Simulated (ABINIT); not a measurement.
Input of an ABINIT 10.8.3 (patched build) run:

run.abi

```
# Pseudopotentials
pp_dirpath "./"
pseudos "In.GGA_PBE-JTH.xml, Se.GGA_PBE-JTH.xml"

# Structure
acell 8.7502533297 8.7502533297 8.7502533297 Angstrom
rprim
     0.2285648112     0.1319619553     0.9645435031
    -0.2285648112     0.1319619553     0.9645435031
     0.0000000000    -0.2639239105     0.9645435031
ntypat 2
znucl 49 34
natom 4
typat 1 1 2 2
xred
     0.8886000000     0.8886000000     0.8886000000
     0.0000000000     0.0000000000     0.0000000000
     0.1719000000     0.1719000000     0.1719000000
     0.3835000000     0.3835000000     0.3835000000

# Plane-wave basis
ecut 598.650497 eV
pawecutdg 44.0
pawxcdev 0

# k points
kptopt 1
ngkpt 8 8 8
nshiftk 1
shiftk 0.0 0.0 0.0

# Exchange and correlation
ixc -116133

# Bands and occupations
nband 23
occopt 3
tsmear 0.05 eV

# SCF cycle
nstep 100
tolvrs 1.0e-9

# Output
iomode 3
prtwf 0
prtden 0
prteig 0
prtebands 0
```

Potentials or basis: JTH PAW PBE v2.0.

Launch:

```console
$ abinit run.abi > log 2>&1
```

Estimate the pressure.

0.2 GPa.

Predict the band gap on the k mesh.

0.33 eV, direct.

Predict the largest force.

0.309 eV/Å.

Stress tensor (GPa, compression positive):
```
 0.48  0.00  0.00
 0.00  0.48  0.00
 0.00  0.00 -0.49
```

Caveat: the PAW data sets were made with another functional, which shifts forces and pressure a little; spin-orbit coupling is left out, which moves the levels of the heavy elements.

**What was measured.**

From “The Interaction of Hydrogen with the van der Waals Crystal γ-InSe”, 2020, pmc:7321205, for a bulk crystal of InSe at 300 K: band gap 1.25 eV.

Against the measured gap of InSe, 1.25 eV (300 K; “The Interaction of Hydrogen with the van der Waals Crystal γ-InSe”, 2020, pmc:7321205), the calculated 0.33 eV is off by -0.92 eV. Spin-orbit coupling on In, Se is left out. The value is that of PBEsol on a finite k mesh, which can miss the band edges, without temperature or zero-point motion. Semilocal functionals fall short of measured gaps as a rule.
